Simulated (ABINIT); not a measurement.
Ge:

```
CELL_PARAMETERS angstrom
-1.60842 1.60842 1.87318
1.60842 -1.60842 1.87318
1.60842 1.60842 -1.87318
ATOMIC_POSITIONS crystal
Ge 0.50000 0.50000 0.00000
```

The cell was built by a generator and needn't be a form met in nature.

Base run:

| Quantity | Value |
| --- | --- |
| Program | ABINIT 10.8.3 (patched build) |
| Functional | PW91 |
| Potentials or basis | JTH PAW PBE v2.0 |
| Cutoff | 707 eV |
| k mesh | 12 × 12 × 12 |
| Occupations | fermi-dirac, width 0.05 eV |
| Spin | no spin polarisation |

Its results: band gap on the k mesh none (metal or under the smearing width); pressure 1.2 GPa.

Task: After a change of settings the same cell gave: band gap on the k mesh none (metal or under the smearing width); pressure -2.6 GPa. Which change was it?
A. functional from PW91 to PBE; cutoff from 707 eV to 599 eV; fine-grid cutoff from 1306.15 eV to 1197.3 eV
B. functional from PW91 to LDA
C. functional from PW91 to PBEsol
D. functional from PW91 to RPBE

Result: C.

PBEsol binds more tightly than PW91, so the same cell stands under less pressure.

Caveats: the PAW data sets were made with another functional, which shifts forces and pressure a little.

Not every run made on this cell is shown here.
